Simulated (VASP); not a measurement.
Wanted: the native input for a VASP 6.6.1 run.

```
Task                   : single point
Functional             : PBEsol
Potentials or basis    : VASP PAW PBE potentials, release 64 (Ca_sv, Se)
Cutoff                 : 520 eV
k mesh                 : 6 × 6 × 6
Occupations            : gaussian, width 0.05 eV
Spin                   : no spin polarisation
Dipole correction      : no
Further INCAR settings : ALGO = Normal; EDIFF = 1e-06; NBANDS = 15
```

The structure of CaSe lies in POSCAR:

```
CaSe
1.0
    0.0000000000      3.3000000000      2.9287500000
    3.3000000000      0.0000000000      2.9287500000
    3.3000000000      3.3000000000      0.0000000000
Ca Se
1 1
Direct
    0.0000000000      0.0000000000      0.0000000000
    0.7500000000      0.7500000000      0.7500000000
```

The cell comes from a database or a generator and needn't be the stable form of this composition.

The cell isn't the ideal one: strain -0.1125 x Voigt [0, 0, 1, 0, 0, 0], atoms carried along.

The input as run:

INCAR

```
  ALGO = Normal
  EDIFF = 1E-6
  ENCUT = 520
  GGA = PS
  ISIF = 2
  ISMEAR = 0
  LASPH = True
  LCHARG = False
  LREAL = False
  LWAVE = False
  NBANDS = 15
  NELM = 100
  PREC = Accurate
  SIGMA = 0.05
```

KPOINTS

```
k-points
0
Gamma
  6 6 6
```

Potentials or basis: VASP PAW PBE potentials, release 64 (Ca_sv, Se).

The run is started by

```bash
$ cat potpaw_PBE.64/Ca_sv/POTCAR potpaw_PBE.64/Se/POTCAR > POTCAR
$ mpirun -np 1 vasp_std > vasp.out
```

It gave:

- Pressure: 2.8 GPa
- Band gap on the k mesh: 3.20 eV, indirect (least direct gap 3.27 eV)

Caveat: the PAW data sets were made with another functional, which shifts forces and pressure a little.

Run time: 15 s on 1 thread of Intel(R) Xeon(R) Platinum 8488C (Sapphire Rapids), on a shared host, peak memory 0.21 GiB.
